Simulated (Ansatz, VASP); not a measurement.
## Ti in VASP and in Ansatz

```
CELL_PARAMETERS angstrom
2.93020 0.00000 0.00000
-1.46510 2.53763 0.00000
0.00000 0.00000 4.64859
ATOMIC_POSITIONS crystal
Ti 0.66667 0.33333 0.75000
Ti 0.33333 0.66667 0.25000
```

Change from the starting cell: volume scaled by 0.98.

Alike in both runs: task single point; functional PBEsol; k mesh 10 × 10 × 6; occupations fermi-dirac, width 0.05 eV; no spin polarisation.

|  | VASP | Ansatz |
| --- | --- | --- |
| version | VASP 6.6.1 | Ansatz 0.2.0 |
| potentials or method | VASP PAW PBE potentials, release 64 (Ti_sv), cutoff 520 eV | all-electron LAPW, scalar-relativistic |

Ansatz gave:

| Item | Value |
| --- | --- |
| gap on the k mesh at the Fermi level (eV) | none |
| pressure (GPa) | -3.7 |
| largest component of the traceless stress (GPa) | 0.35 |

Estimate VASP's values.

gap on the k mesh at the Fermi level (eV): none; pressure (GPa): -3.9; largest component of the traceless stress (GPa): 0.36.

A gap of «none» marks a metal or a gap that the smearing closes. Ansatz ran all-electron here, so the differences hold the error of VASP's frozen core and of both bases.

Caveats: the PAW data sets were made with another functional, which shifts forces and pressure a little (VASP).
